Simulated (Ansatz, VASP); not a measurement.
## One calculation of SnO, two programs

INCAR

```
PREC = Accurate ; ENCUT = 600
EDIFF = 1E-7 ; ISMEAR = 0
SIGMA = 0.02 ; LREAL = F
LASPH = T ; NELM = 100
ALGO = Fast ; ISIF = 3
LWAVE = F ; LCHARG = F
GGA = PE ; IVDW = 12
IBRION = 2 ; NSW = 100
EDIFFG = -0.005
```

Contents of KPOINTS:

```
Automatic mesh
0
Gamma
  8 6 6
```

Contents of POSCAR:

```
SnO
1.0
    3.3550050000      0.0000000000      0.0000000000
    0.0000000000      5.6741040000      0.0000000000
    0.0000000000      0.0000000000      4.2219700000
Sn O
2 2
Direct
    0.0000000000      0.2319090000      0.5131440000
    0.5000000000      0.7680910000      0.0131440000
    0.0000000000      0.8912500000      0.7368570000
    0.5000000000      0.1087500000      0.2368570000
```

Input for Ansatz:

```yaml
crystal:
  lattice:
    - [3.355005, 0.0, 0.0]
    - [0.0, 5.674104, 0.0]
    - [0.0, 0.0, 4.22197]
  atoms:
    - { symbol: Sn, position: [0.0, 0.231909, 0.513144] }
    - { symbol: Sn, position: [0.5, 0.768091, 0.013144] }
    - { symbol: O, position: [0.0, 0.89125, 0.736857] }
    - { symbol: O, position: [0.5, 0.10875, 0.236857] }
basis:
  ecutwfc: 420
kpoints:
  mp_grid: { grid: [8, 6, 6] }
hamiltonian:
  xc: pbe
  dispersion: d3bj
scf:
  occupations: { method: gaussian, width: 0.02 }
output:
  forces: true
  stress: true
  eigenvalues: true
relax:
  adjacent_minimum: "off"
  f_tol: 0.005
  max_steps: 80
  cell: { stress_tol: 0.05 }
```

The cell comes from a database or a generator and needn't be the stable form of this composition.

Alike in both runs: task relaxation of cell and atoms; functional PBE; dispersion D3(BJ); k mesh 8 × 6 × 6; occupations gaussian, width 0.02 eV; no spin polarisation.

|  | VASP | Ansatz |
| --- | --- | --- |
| version | VASP 6.6.1 | Ansatz 0.2.0 |
| potentials or method | VASP PAW PBE potentials, release 64 (Sn_d, O) | scalar-relativistic, plane waves, PAW |
| plane-wave cutoff (eV) | 600 | 420 |
| valence electrons in the cell | 40 | 40 |

Ansatz gave:

```
gap on the k mesh at the Fermi level, each at its own relaxed structure (eV) : 1.31
relaxed volume (Å³/atom)                                                     : 18.73
relaxed cell length with the largest relative difference (Å)                 : 3.921
energy change over the relaxation (meV/atom)                                 : -4
```

What did VASP give for the same quantities?

gap on the k mesh at the Fermi level, each at its own relaxed structure (eV): 1.28; relaxed volume (Å³/atom): 18.50; relaxed cell length with the largest relative difference (Å): 3.860; energy change over the relaxation (meV/atom): -6.

Caveats: spin-orbit coupling is left out, which moves the levels of the heavy elements. A k mesh can miss the band edges.
